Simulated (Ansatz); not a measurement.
Crystal: Ir, diamond type, 2 atoms in the cell.

Computed with PBE, plane waves, PAW datasets (generated hard set) in Ansatz.

Cutoff 700 eV; k-mesh 17×17×17 Γ-centred; Fermi–Dirac smearing of 0.0612 eV; no spin polarisation; no spin–orbit coupling.

```csv
V (Å³/atom),a (Å),E − E(min) (meV/atom),P (GPa)
20.316,5.4573,48.37,12.99
20.748,5.4957,20.13,8.04
21.181,5.5336,4.49,3.65
21.613,5.5710,0.00,-0.24
22.045,5.6079,5.40,-3.69
22.477,5.6443,19.55,-6.74
22.910,5.6803,41.46,-9.44
```

Task: Fit a third-order Birch–Murnaghan equation of state to the energies.

Result: V₀ = 21.584 Å³/atom (a₀ = 5.569 Å), B₀ = 184 GPa, B₀′ = 5.04.

The published all-electron PBE values for this crystal (mean of FLEUR and WIEN2k, k-spacing 0.06 Å⁻¹; Bosoni et al., Nat. Rev. Phys. 6, 45 (2024)) are V₀ = 21.597 Å³/atom, B₀ = 184.3 GPa, B₀′ = 5.03. This run's mesh is coarser (spacing 0.11 Å⁻¹), so part of any difference comes from k-sampling.

The stress includes the program's correction for the finite plane-wave basis.

This cubic structure is a model: it isn't the usual form of the substance at ambient conditions, and such phases are metastable or hypothetical.
